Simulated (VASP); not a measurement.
# BaTiO3 (Pm-3m) in VASP: notebook

The runs below take BaTiO3 through single point, with LDA.

Program: VASP 6.6.1. These are calculated values, not measurements. Logs are shortened: lines on timing, memory, paths and dates and some standing lists are left out, and cuts for length are marked.

### 1 The crystal as given

It takes space group Pm-3m (No. 221, cubic). The conventional cell has a = 4.006 Å, b = 4.006 Å, c = 4.006 Å, α = 90.00°, β = 90.00°, γ = 90.00°. Around Ba (site symmetry m-3m) lie 12 O at 2.83 Å. Around Ti (site symmetry m-3m) lie 6 O at 2.00 Å. O (site symmetry 4/mmm) has 2 Ti at 2.00 Å as nearest neighbours.

### 2 Single point, LDA

Input file INCAR:

```
PREC = Accurate
ENCUT = 520
EDIFF = 1E-7
ISMEAR = 0
SIGMA = 0.05
LREAL = False
LASPH = True
NELM = 100
ALGO = Normal
ISIF = 2
LWAVE = False
LCHARG = False
GGA = CA
ADDGRID = False
```

Input file KPOINTS:

```
Automatic mesh
0
Gamma
  8 8 8
```

Input file POSCAR:

```
BaTiO3
1.0
    4.0060000000      0.0000000000      0.0000000000
    0.0000000000      4.0060000000      0.0000000000
    0.0000000000      0.0000000000      4.0060000000
Ba Ti O
1 1 3
Direct
    0.4701120000      0.5031600000      0.5056990000
   -0.0202070000      0.0016430000     -0.0204470000
   -0.0270160000     -0.0188640000      0.5097340000
   -0.0003670000      0.4971430000     -0.0056670000
    0.4958670000     -0.0087980000      0.0064420000
```

Potentials or basis: VASP PAW LDA potentials, release 64 (Ba_sv, Ti_sv, O).

On the command line:

```
> cat potpaw_LDA.64/Ba_sv/POTCAR potpaw_LDA.64/Ti_sv/POTCAR potpaw_LDA.64/O/POTCAR > POTCAR
> mpirun -np 1 vasp_std > vasp.out
```

OUTCAR:

```text
PREC = Accurate
   ENCUT = 520
   EDIFF = 1E-7
   ISMEAR = 0
   LREAL = False
   LASPH = True
   NELM = 100
   ISIF = 2
   GGA = CA

 Found    260 irreducible k-points:

 Following reciprocal coordinates:
            Coordinates               Weight
  0.000000  0.000000  0.000000      1.000000
  0.125000  0.000000  0.000000      2.000000
  0.000000  0.125000  0.000000      2.000000
  0.000000  0.000000  0.125000      2.000000
  0.250000  0.000000  0.000000      2.000000
  0.000000  0.250000  0.000000      2.000000
   k-points           NKPTS =    260   k-points in BZ     NKDIM =    260   number of bands    NBANDS=     24
   number of dos      NEDOS =    301   number of ions     NIONS =      5
   total plane-waves  NPLWV =  27000
   dimension x,y,z NGX =    30 NGY =   30 NGZ =   30
   dimension x,y,z NGXF=    60 NGYF=   60 NGZF=   60
   ions per type =               1   1   3
   NGX,Y,Z   is equivalent  to a cutoff of  12.45, 12.45, 12.45 a.u.
   NGXF,Y,Z  is equivalent  to a cutoff of  24.90, 24.90, 24.90 a.u.
 SYSTEM =  unknown system
   PREC   = accura    normal or accurate (medium, high low for compatibility)
   ISTART =      0    job   : 0-new  1-cont  2-samecut
   ICHARG =      2    charge: 1-file 2-atom 10-const
   ISPIN  =      1    spin polarized calculation?
   LNONCOLLINEAR =      F non collinear calculations
   LSORBIT =      F    spin-orbit coupling
   LASPH  =      T    aspherical Exc in radial PAW
   ENCUT  =  520.0 eV  38.22 Ry    6.18 a.u.   7.45  7.45  7.45*2*pi/ulx,y,z
   NELM   =    100;   NELMIN=  2; NELMDL= -5     # of ELM steps
   EDIFF  = 0.1E-06   stopping-criterion for ELM
   LREAL  =      F    real-space projection
   EDIFFG = 0.1E-05   stopping-criterion for IOM
   NSW    =      0    number of steps for IOM
   IBRION =     -1    ionic relax: 0-MD 1-quasi-New 2-CG
   NFREE  =      0    steps in history (QN), initial steepest desc. (CG)
   ISIF   =      2    stress and relaxation
   ISYM   =      2    0-nonsym 1-usesym 2-fastsym
   POTIM  = 0.5000    time-step for ionic-motion
   TEBEG  =    0.0;   TEEND  =   0.0 temperature during run
   PSTRESS=    0.0 pullay stress
   NELECT =      40.0000    total number of electrons
   NUPDOWN=      -1.0000    fix difference up-down
   EMIN   =  10.00;   EMAX   =-10.00  energy-range for DOS
   EFERMI =   0.00;   METHOD = LEGACY
   ISMEAR =     0;   SIGMA  =   0.05  broadening in eV -4-tet -1-fermi 0-gaus
   EFERMI_NEDOS =   21; number of points for ismear=-14 and -15
   IALGO  =     38    algorithm
   IMIX   =      4    mixing-type and parameters
     AMIX     =   0.40;   BMIX     =  1.00
     AMIX_MAG =   1.60;   BMIX_MAG =  1.00
  volume/ion in A,a.u.               =      12.86        86.77
  Fermi-wavevector in a.u.,A,eV,Ry     =   1.397603  2.641087 26.576187  1.953295
  Thomas-Fermi vector in A             =   2.520843
   LORBIT       =      0    0 simple, 1 ext, 2 COOP (PROOUT), +10 PAW based schemes
   GGA     = CA    functional components
   LHFCALC =     F    Hartree Fock is set to
   AEXX    =    0.0000 exact exchange contribution
   IVDW    =     0    specifies the selected vdW correction
   LEPSILON=     F    determine dielectric tensor
   LRPA    =     F    only Hartree local field effects (RPA)
 non-spin polarized calculation
 Gauss-broadening in eV      SIGMA  =   0.05
  energy-cutoff  :      520.00
  volume of cell :       64.29
 maximum number of plane-waves:      1751
 NGX is ok and might be reduce to    30
   NGX = 15   NGY = 15   NGZ = 15

 number of electron      40.0000004 magnetization

 Free energy of the ion-electron system (eV)
  ---------------------------------------------------
  ext. energy  EPLUGINS =         0.00000000
  ---------------------------------------------------
  free energy    TOTEN  =       -44.06281108 eV

  energy without entropy =      -44.06281108  energy(sigma->0) =      -44.06281108

 E-fermi :   3.8526     XC(G=0): -11.7160

 val. band max:        3.5113886738   @ k =   0.5000   0.5000   0.5000
 cond. band min:       5.3263036971   @ k =   0.0000   0.0000   0.0000
 fundamental gap:      1.8149150232
 Fermi energy:         3.8525973157

 k-point     1 :       0.0000    0.0000    0.0000
  band No.  band energies     occupation
      1     -52.2959      2.00000
      2     -28.9472      2.00000
      3     -28.9177      2.00000
      4     -28.9093      2.00000
      5     -21.1676      2.00000
      6     -13.0786      2.00000
      7     -12.4018      2.00000
      8     -12.3402      2.00000
      9      -6.3888      2.00000
     10      -6.3818      2.00000
     11      -6.3800      2.00000
     12       1.1715      2.00000
     13       1.1923      2.00000
     14       1.1947      2.00000
     15       2.2426      2.00000
     16       2.2671      2.00000
     17       2.3752      2.00000
     18       3.1684      2.00000
     19       3.1855      2.00000
     20       3.2303      2.00000
     21       5.3263      0.00000
     22       5.4616      0.00000
     23       5.4951      0.00000
     24       7.5717      0.00000

 k-point     2 :       0.1250    0.0000    0.0000
  band No.  band energies     occupation
      1     -52.2957      2.00000
      2     -28.9469      2.00000
      3     -28.9255      2.00000
      4     -28.9090      2.00000
      5     -21.1500      2.00000
      6     -13.0939      2.00000
      7     -12.3960      2.00000
      8     -12.3263      2.00000
      9      -6.3694      2.00000
     10      -6.3581      2.00000
     11      -6.3067      2.00000
     12       0.9209      2.00000
     13       1.1360      2.00000
     14       1.1437      2.00000
     15       2.0502      2.00000
     16       2.1029      2.00000
     17       2.2497      2.00000
     18       2.8367      2.00000
     19       3.0832      2.00000
     20       3.1855      2.00000
     21       5.4274      0.00000
     22       5.6641      0.00000
     23       5.7022      0.00000
     24       7.6252      0.00000

 k-point     3 :       0.0000    0.1250    0.0000
  band No.  band energies     occupation
      1     -52.2957      2.00000
      2     -28.9469      2.00000
      3     -28.9179      2.00000
      4     -28.9168      2.00000
      5     -21.1501      2.00000
      6     -13.0936      2.00000
      7     -12.3910      2.00000
      8     -12.3305      2.00000
      9      -6.3624      2.00000
     10      -6.3563      2.00000
     11      -6.3165      2.00000
     12       0.9352      2.00000
     13       1.1261      2.00000
     14       1.1444      2.00000
     15       1.9971      2.00000
     16       2.1232      2.00000
     17       2.2839      2.00000
     18       2.8054      2.00000
     19       3.0916      2.00000
     20       3.1908      2.00000
     21       5.4716      0.00000
     22       5.6155      0.00000
     23       5.7083      0.00000
     24       7.6525      0.00000

 k-point     4 :       0.0000    0.0000    0.1250
  band No.  band energies     occupation
      1     -52.2957      2.00000
      2     -28.9551      2.00000
      3     -28.9174      2.00000
      4     -28.9090      2.00000
      5     -21.1500      2.00000
      6     -13.0804      2.00000
      7     -12.4041      2.00000
      8     -12.3323      2.00000
      9      -6.3664      2.00000
     10      -6.3606      2.00000
     11      -6.3073      2.00000
     12       0.9037      2.00000
     13       1.1396      2.00000
     14       1.1501      2.00000
     15       2.0210      2.00000
     16       2.1018      2.00000
     17       2.2863      2.00000
     18       2.8807      2.00000
     19       3.1029      2.00000
     20       3.1205      2.00000
     21       5.3687      0.00000
     22       5.6924      0.00000
     23       5.7571      0.00000
     24       7.5740      0.00000

 k-point     5 :       0.2500    0.0000    0.0000
  band No.  band energies     occupation
      1     -52.2954      2.00000
      2     -28.9464      2.00000
      3     -28.9441      2.00000
      4     -28.9083      2.00000
      5     -21.1069      2.00000
      6     -13.1751      2.00000
      7     -12.3731      2.00000
      8     -12.2464      2.00000
      9      -6.3089      2.00000
     10      -6.2982      2.00000
     11      -6.1452      2.00000
     12       0.3193      2.00000
     13       0.9677      2.00000
     14       0.9928      2.00000
     15       1.6913      2.00000
     16       1.8318      2.00000
     17       1.9926      2.00000
     18       2.2515      2.00000
     19       2.8865      2.00000
     20       2.9575      2.00000
     21       5.4939      0.00000
     22       6.2308      0.00000
     23       6.2910      0.00000
     24       7.6282      0.00000

 k-point     6 :       0.0000    0.2500    0.0000
  band No.  band energies     occupation
      1     -52.2954      2.00000
      2     -28.9462      2.00000
      3     -28.9362      2.00000
      4     -28.9166      2.00000
      5     -21.1073      2.00000
      6     -13.1729      2.00000
      7     -12.3672      2.00000
      8     -12.2505      2.00000
      9      -6.3002      2.00000
     10      -6.2956      2.00000
     11      -6.1594      2.00000
     12       0.3332      2.00000
     13       0.9730      2.00000
     14       0.9841      2.00000
     15       1.6026      2.00000
     16       1.8461      2.00000
     17       2.0609      2.00000
     18       2.2409      2.00000
     19       2.8465      2.00000
     20       2.9736      2.00000
     21       5.5283      0.00000
     22       6.2124      0.00000
     23       6.2783      0.00000
     24       7.6526      0.00000

 [... further k-points ...]
[... 5 lines left out ...]
  --------------------------------------------------------------------------------------
  -------------------------------------------------------------------------------------
  Total       -2.4685780     -2.7182971     -1.8708686     -0.0901755     -0.1140264     -0.1446590
  in kB      -61.5211715    -67.7445984    -46.6252351     -2.2473260     -2.8417325     -3.6051487
  external PRESSURE =     -58.6303350 kB  Pullay stress =       0.0000000 kB

 VOLUME and BASIS-vectors are now :
 -----------------------------------------------------------------------------
  energy-cutoff  :      520.00
  volume of cell :       64.29
      direct lattice vectors                 reciprocal lattice vectors
     4.006000000  0.000000000  0.000000000     0.249625562  0.000000000  0.000000000
     0.000000000  4.006000000  0.000000000     0.000000000  0.249625562  0.000000000
     0.000000000  0.000000000  4.006000000     0.000000000  0.000000000  0.249625562

 POSITION                                       TOTAL-FORCE (eV/Angst)
 -----------------------------------------------------------------------------------
      1.88327      2.01566      2.02583         0.356820     -0.144175     -0.372262
      3.92505      0.00658      3.92409        -0.414123      0.006779      0.044667
      3.89777      3.93043      2.04199         0.350953      0.386899      0.153053
      4.00453      1.99155      3.98330        -0.164719     -0.446424      0.205605
      1.98644      3.97076      0.02581        -0.128933      0.196920     -0.031063
 -----------------------------------------------------------------------------------
    total drift:                               -0.000636     -0.000686     -0.000193

  FREE ENERGIE OF THE ION-ELECTRON SYSTEM (eV)
  ---------------------------------------------------
  free  energy   TOTEN  =       -44.0628110782 eV

  energy  without entropy=      -44.0628110782  energy(sigma->0) =      -44.06281108
```

Run time: 7.1 min. Hardware: 1 thread of AMD EPYC 7R13 (Zen 3), shared host; peak memory 0.45 GiB.

These settings aren't checked as converged: the numbers below hold their error.

Results:

```yaml
Free_energy: -44.0628 eV
Pressure: -5.9 GPa
Largest_force: 0.544 eV/Å
Band_gap_on_the_k_mesh: 1.81 eV, indirect (least direct gap 2.10 eV)
```

Caveat: spin-orbit coupling is left out, which moves the levels of the heavy elements.

[end of part 1 of 2]
